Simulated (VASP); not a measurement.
# PbSe (Clausthalite) (Fm-3m) in VASP: a series of runs, part 2 of 2

VASP 6.6.1.

## (4) Relaxation of cell and atoms, PBEsol

Contents of INCAR:

```
ALGO = Normal
EDIFF = 1E-6
EDIFFG = -0.01
ENCUT = 600
GGA = PS
IBRION = 2
ISIF = 3
ISMEAR = 0
LASPH = True
LCHARG = False
LREAL = False
LWAVE = False
NELM = 80
NSW = 90
PREC = Accurate
SIGMA = 0.03
```

Contents of KPOINTS:

```
k-points
0
Gamma
  8 8 8
```

Contents of POSCAR:

```
PbSe
1.0
    0.0000000000      3.0606500000      3.0606500000
    3.0606500000      0.0000000000      3.0606500000
    3.0606500000      3.0606500000      0.0000000000
Pb Se
1 1
Direct
    0.0000000000      0.0000000000      0.0000000000
    0.5000000000      0.5000000000      0.5000000000
```

Potentials or basis: VASP PAW PBE potentials, release 64 (Pb_d, Se).

The run is started by

```sh
$ cat potpaw_PBE.64/Pb_d/POTCAR potpaw_PBE.64/Se/POTCAR > POTCAR
$ mpirun -np 1 vasp_std > vasp.out
```

OUTCAR:

```text
EDIFF = 1E-6
   EDIFFG = -0.01
   ENCUT = 600
   GGA = PS
   IBRION = 2
   ISIF = 3
   ISMEAR = 0
   LASPH = True
   LREAL = False
   NELM = 80
   NSW = 90
   PREC = Accurate

 ion  position               nearest neighbor table
   1  0.000  0.000  0.000-   2 3.06   2 3.06   2 3.06   2 3.06   2 3.06   2 3.06
   2  0.500  0.500  0.500-   1 3.06   1 3.06   1 3.06   1 3.06   1 3.06   1 3.06

  LATTYP: Found a face centered cubic cell.
 ALAT       =     6.1213000000

  Lattice vectors:

 A1 = (   0.0000000000,   3.0606500000,   3.0606500000)
 A2 = (   3.0606500000,   0.0000000000,   3.0606500000)
 A3 = (   3.0606500000,   3.0606500000,   0.0000000000)

Analysis of symmetry for initial positions (statically):
=====================================================================
 Subroutine PRICEL returns:
 Original cell was already a primitive cell.

 Routine SETGRP: Setting up the symmetry group for a
 face centered cubic supercell.

 Subroutine GETGRP returns: Found 48 space group operations
 (whereof 48 operations were pure point group operations)
 out of a pool of 48 trial point group operations.

The static configuration has the point symmetry O_h .

Analysis of symmetry for dynamics (positions and initial velocities):
=====================================================================
 Subroutine PRICEL returns:
 Original cell was already a primitive cell.

 Routine SETGRP: Setting up the symmetry group for a
[... 232 lines left out ...]
  ext. energy  EPLUGINS =         0.00000000
  ---------------------------------------------------
  free energy    TOTEN  =        -8.91780037 eV

  energy without entropy =       -8.91780031  energy(sigma->0) =       -8.91780034

 E-fermi :   5.1098     XC(G=0):  -9.7583

 val. band max:        5.0228850883   @ k =   0.5000   0.0000   0.0000
 cond. band min:       5.1967866334   @ k =   0.5000   0.0000   0.0000
 fundamental gap:      0.1739015451
 Fermi energy:         5.1098361103

 k-point     1 :       0.0000    0.0000    0.0000
  band No.  band energies     occupation
      1     -11.7440      2.00000
      2     -11.7440      2.00000
      3     -11.7440      2.00000
      4     -11.7428      2.00000
      5     -11.7428      2.00000
      6      -8.6632      2.00000
      7      -1.3020      2.00000
      8       3.1070      2.00000
      9       3.1070      2.00000
     10       3.1070      2.00000
     11       9.7118      0.00000
     12       9.7118      0.00000
     13       9.7118      0.00000
     14      11.4461      0.00000
[... 377 lines left out ...]
      1     -11.8042      2.00000
      2     -11.7556      2.00000
      3     -11.7329      2.00000
      4     -11.7222      2.00000
      5     -11.7062      2.00000
      6      -7.3629      2.00000
      7      -3.5316      2.00000
      8       1.6914      2.00000
      9       2.0801      2.00000
     10       4.1833      2.00000
     11       6.3315      0.00000
     12       8.4111      0.00000
     13       9.1059      0.00000
     14      12.5377      0.00000

 [... further k-points ...]

------------------------ aborting loop because EDIFF is reached ----------------------------------------

  FORCE on cell =-STRESS in cart. coord.  units (eV):
  Direction    XX          YY          ZZ          XY          YZ          ZX
  --------------------------------------------------------------------------------------
  -------------------------------------------------------------------------------------
  Total        0.0003177      0.0003177      0.0003177     -0.0000000      0.0000000     -0.0000000
  in kB        0.0089537      0.0089537      0.0089537     -0.0000000      0.0000000     -0.0000000
  external PRESSURE =       0.0089537 kB  Pullay stress =       0.0000000 kB
[... 17 lines left out ...]
  FREE ENERGIE OF THE ION-ELECTRON SYSTEM (eV)
  ---------------------------------------------------
  free  energy   TOTEN  =        -8.9178003722 eV

  energy  without entropy=       -8.9178003127  energy(sigma->0) =       -8.91780034

 reached required accuracy - stopping structural energy minimisation
```

OSZICAR:

```text
N       E                     dE             d eps       ncg     rms          rms(c)
DAV:   1     0.164978256128E+03    0.16498E+03   -0.10591E+04   812   0.163E+03
DAV:   2     0.455630862609E+01   -0.16042E+03   -0.15721E+03   854   0.371E+02
DAV:   3    -0.886865114781E+01   -0.13425E+02   -0.13369E+02  1076   0.110E+02
[... 19 lines left out ...]
DAV:   1    -0.892003268911E+01   -0.23441E-02   -0.71023E-02  1004   0.496E+00    0.252E-01
DAV:   2    -0.891811978419E+01    0.19129E-02   -0.39355E-03   992   0.119E+00    0.927E-02
DAV:   3    -0.891780114602E+01    0.31864E-03   -0.14449E-03  1010   0.669E-01    0.164E-02
DAV:   4    -0.891780129739E+01   -0.15137E-06   -0.33861E-05   836   0.668E-02    0.598E-03
DAV:   5    -0.891780037216E+01    0.92523E-06   -0.49048E-06   820   0.346E-02
   3 F= -.89178004E+01 E0= -.89178003E+01  d E =-.694635E-03
```

Run time: 33 s. Hardware: 1 thread of AMD EPYC 9R45 (Zen 5), shared host; peak memory 0.19 GiB.

What came out:

| Quantity | Value |
| --- | --- |
| Free energy | -8.9178 eV |
| Relaxed volume | 28.43 Å³/atom |
| Relaxed cell | a = 4.316 Å, b = 4.316 Å, c = 4.316 Å, α = 60.00°, β = 60.00°, γ = 60.00° |
| Space group after relaxing (to 0.05 Å) | Fm-3m (No. 225) |
| Energy gained by relaxing | 0.3 meV/atom |
| Ionic steps | 3 |
| Pressure after relaxing | 0.0 GPa |
| Band gap on the k mesh | 0.17 eV, direct |

Step by step:
| step | energy change (eV) | largest force (eV/Å) | pressure (GPa) | volume (Å³) |
| --- | --- | --- | --- | --- |
| 1 | 0.0000 | 0.0000 | -0.46 | 57.34 |
| 2 | -0.0006 | 0.0000 | 0.19 | 56.66 |
| 3 | -0.0007 | 0.0000 | 0.00 | 56.86 |

Final structure:
```yaml
crystal:
  lattice:
    - [0.00000, 3.05199, 3.05199]
    - [3.05199, 0.00000, 3.05199]
    - [3.05199, 3.05199, 0.00000]
  atoms:
    - { symbol: Pb, position: [0.00000, 0.00000, 0.00000] }
    - { symbol: Se, position: [0.50000, 0.50000, 0.50000] }
```

Caveat: the PAW data sets were made with another functional, which shifts forces and pressure a little; spin-orbit coupling is left out, which as a rule narrows the gap of such compounds by several tenths of an eV. A k mesh can miss the band edges.

## (5) Relaxation of cell and atoms, PBEsol

This run uses another cell than the first one, of 28.43 Å³/atom, 0.992 times its volume.

INCAR, as its differences from that of step 4:

```diff
@@ -1,4 +1,4 @@
 ALGO = Normal
-EDIFF = 1E-6
-EDIFFG = -0.01
+EDIFF = 1E-7
+EDIFFG = -0.005
 ENCUT = 600
```

KPOINTS is that of step 4.

Contents of POSCAR:

```
PbSe                                    
1.0
    0.0000000000      3.0519897383      3.0519897383
    3.0519897383      0.0000000000      3.0519897383
    3.0519897383      3.0519897383     -0.0000000000
  Pb              Se            
     1     1
Direct
     0.0000000000000000    0.0000000000000000    0.0000000000000000
     0.5000000000000000    0.5000000000000000    0.5000000000000000
```

The run is started by

```sh
$ cat potpaw_PBE.64/Pb_d/POTCAR potpaw_PBE.64/Se/POTCAR > POTCAR
$ mpirun -np 1 vasp_std > vasp.out
```

Wall time 18 s (1 thread of AMD EPYC 9R45 (Zen 5), shared host); peak memory 0.18 GiB.

It converged, with:

```
Free energy             : -8.9178 eV
Pressure after relaxing : 0.0 GPa
Band gap on the k mesh  : 0.17 eV, direct
```

Final structure:
```
Pb Se
1.0
     0.00000    3.05199    3.05199
     3.05199    0.00000    3.05199
     3.05199    3.05199    0.00000
Pb Se
1 1
Direct
  0.00000 0.00000 0.00000
  0.50000 0.50000 0.50000
```

Levels at points of the mesh, in eV from the valence-band top:
| k point | band 7 | band 8 | band 9 | band 10 | band 11 | band 12 | band 13 | band 14 |
| --- | --- | --- | --- | --- | --- | --- | --- | --- |
| (0.00, 0.00, 0.00) | -6.32 | -1.92 | -1.92 | -1.92 | 4.69 | 4.69 | 4.69 | 6.42 |
| (0.50, 0.00, 0.00) | -8.89 | -1.50 | -1.50 | 0.00 | 0.17 | 1.63 | 1.63 | 8.42 |
| (0.50, 0.50, 0.00) | -7.43 | -5.10 | -3.31 | -3.31 | 3.54 | 5.61 | 5.61 | 6.04 |

Caveat: the relaxation stopped at its first step, so nothing moved; the PAW data sets were made with another functional, which shifts forces and pressure a little; spin-orbit coupling is left out, which as a rule narrows the gap of such compounds by several tenths of an eV.

## (6) Relaxation of the atoms, PBEsol (a relaxed cell with its volume scaled by 0.94)

Contents of INCAR:

```
ALGO = Fast
EDIFF = 1E-7
EDIFFG = -0.01
ENCUT = 600
GGA = PS
IBRION = 2
ISIF = 2
ISMEAR = 0
LASPH = True
LCHARG = False
LREAL = False
LWAVE = False
NELM = 80
NSW = 40
PREC = Accurate
SIGMA = 0.03
```

KPOINTS is that of step 5.

Contents of POSCAR:

```
PbSe                                    
1.0
    0.0000000000      2.9896867516      2.9896867516
    2.9896867516      0.0000000000      2.9896867516
    2.9896867516      2.9896867516      0.0000000000
  Pb              Se            
     1     1
Direct
     0.0000000000000000    0.0000000000000000    0.0000000000000000
     0.5000000000000000    0.5000000000000000    0.5000000000000000
```

Potentials or basis: VASP PAW PBE potentials, release 64 (Pb_d, Se).

The run is started by

```sh
$ cat potpaw_PBE.64/Pb_d/POTCAR potpaw_PBE.64/Se/POTCAR > POTCAR
$ mpirun -np 1 vasp_std > vasp.out
```

Run time: 21 s. Hardware: 1 thread of AMD EPYC 9R45 (Zen 5), shared host; peak memory 0.18 GiB.

Results (log left out):

```
Free energy             : -8.8800 eV
Pressure after relaxing : 3.6 GPa
Band gap on the k mesh  : 0.05 eV, direct
```

Final structure:
```yaml
crystal:
  lattice:
    - [0.00000, 2.98969, 2.98969]
    - [2.98969, 0.00000, 2.98969]
    - [2.98969, 2.98969, 0.00000]
  atoms:
    - { symbol: Pb, position: [0.00000, 0.00000, 0.00000] }
    - { symbol: Se, position: [0.50000, 0.50000, 0.50000] }
```

Levels at points of the mesh, in eV from the valence-band top:
```csv
k point,band 7,band 8,band 9,band 10,band 11,band 12,band 13,band 14
"(0.00, 0.00, 0.00)",-6.23,-2.22,-2.22,-2.22,4.81,4.81,4.81,6.27
"(0.50, 0.00, 0.00)",-9.29,-1.75,-1.75,0.00,0.05,1.47,1.47,8.48
"(0.50, 0.50, 0.00)",-7.56,-5.66,-3.73,-3.73,3.26,5.84,5.84,6.29
```

Caveat: the relaxation stopped at its first step, so nothing moved; the PAW data sets were made with another functional, which shifts forces and pressure a little; spin-orbit coupling is left out, which as a rule narrows the gap of such compounds by several tenths of an eV.

## (7) Summary

```tsv
task	level	potentials or basis	cell	gap on the mesh (eV)	pressure (GPa)
relaxation of cell and atoms	LDA	VASP PAW LDA potentials, release 64 (Pb_d, Se)	relaxed	0.03	0.0
relaxation of cell and atoms	PBEsol	VASP PAW PBE potentials, release 64 (Pb_d, Se)	relaxed	0.17	0.0
relaxation of the atoms	PBEsol	VASP PAW PBE potentials, release 64 (Pb_d, Se)	atoms relaxed from: a relaxed cell with its volume scaled by 0.94	0.05	3.6
```

Alike in all rows: no spin polarisation; k mesh 8 × 8 × 8; cutoff (eV) 600; smearing gaussian 0.03 eV.

Caveats: the relaxation stopped at its first step, so nothing moved; spin-orbit coupling is left out, which as a rule narrows the gap of such compounds by several tenths of an eV; the PAW data sets were made with another functional, which shifts forces and pressure a little (some runs).

Absolute energies hang on the potentials; compare differences alone.
